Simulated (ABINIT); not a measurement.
The system is GaP.

```
CELL_PARAMETERS angstrom
0.00000 2.72525 2.72525
2.72525 0.00000 2.72525
2.72525 2.72525 0.00000
ATOMIC_POSITIONS crystal
Ga 0.00000 0.00000 0.00000
P 0.75000 0.75000 0.75000
```

Base run:

| Item | Value |
| --- | --- |
| Program | ABINIT 10.8.3 (patched build) |
| Functional | OLYP |
| Potentials or basis | PseudoDojo NC SR PBE v0.4.1 standard |
| Cutoff | 1088 eV |
| k mesh | 8 × 8 × 8 |
| Occupations | fermi-dirac, width 0.05 eV |
| Spin | no spin polarisation |

Its results: band gap on the k mesh 1.95 eV, indirect (least direct gap 2.12 eV); pressure 3.9 GPa.

Q: The run is repeated on the same cell with these changes: functional from OLYP to revPBE. What comes out?

A: Band gap on the k mesh 1.73 eV, indirect (least direct gap 1.92 eV); pressure 4.2 GPa.

Caveats: the potentials were made for another functional, which shifts forces and pressure.

A k mesh can miss the band edges.
